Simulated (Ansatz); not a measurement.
Crystals in the rock-salt structure, computed with LDA in Ansatz (plane-wave DFT, scalar-relativistic, harmonic phonons, no LO–TO term at Γ; fixed occupations; no spin; PAW, where unfrozen means all-electron datasets; each on its own modest k mesh, which can be coarse for ε∞).

One of them, on the k mesh 6×6×6 in its relaxed cell of 30.8 Å³ an atom, gives top Γ mode (cm⁻¹) 151; lowest mode at X = [0.5, 0, 0.5] (cm⁻¹) 63; top mode at X = [0.5, 0, 0.5] (cm⁻¹) 178; mean ε∞ 5.09; mean Born charge of the cation or first site (e) 2.63 (phonons by linear response).

Caveats: coarse k mesh.

Task: Which crystal is it?
A. MgO
B. BaS
C. LiF
D. MgS

Result: B. It is BaS. The others give, for the top Γ mode in cm⁻¹: LiF 341 on 6×6×6, MgO 408 on 6×6×6, MgS 251 on 6×6×6.
